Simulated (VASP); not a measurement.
Input of a VASP 6.6.1 run:

File INCAR:

```
SYSTEM = ZnCu
PREC = Accurate
ENCUT = 520
EDIFF = 1E-7
ISMEAR = 0
SIGMA = 0.02
LREAL = .FALSE.
LASPH = .TRUE.
NELM = 100
ALGO = Normal
ISIF = 2
LWAVE = .FALSE.
LCHARG = .TRUE.
GGA = RP
LELF = .TRUE.
LVHAR = .TRUE.
```

KPOINTS

```
Automatic mesh
0
G
  9 9 9
  0 0 0
```

File POSCAR:

```
ZnCu
1.0
    2.9450000000      0.0000000000      0.0000000000
    0.0000000000      2.9450000000      0.0000000000
    0.0000000000      0.0000000000      2.9450000000
Zn Cu
1 1
Direct
    0.5000000000      0.5000000000      0.5000000000
    0.0000000000      0.0000000000      0.0000000000
```

Potentials or basis: VASP PAW PBE potentials, release 64 (Zn, Cu_pv).

Run with:

```console
$ cat potpaw_PBE.64/Zn/POTCAR potpaw_PBE.64/Cu_pv/POTCAR > POTCAR
$ mpirun -np 1 vasp_std > vasp.out
```

Estimate the band gap on the k mesh.

none (metal or under the smearing width).

Predict the pressure.

6.0 GPa.

Caveat: the PAW data sets were made with another functional, which shifts forces and pressure a little.
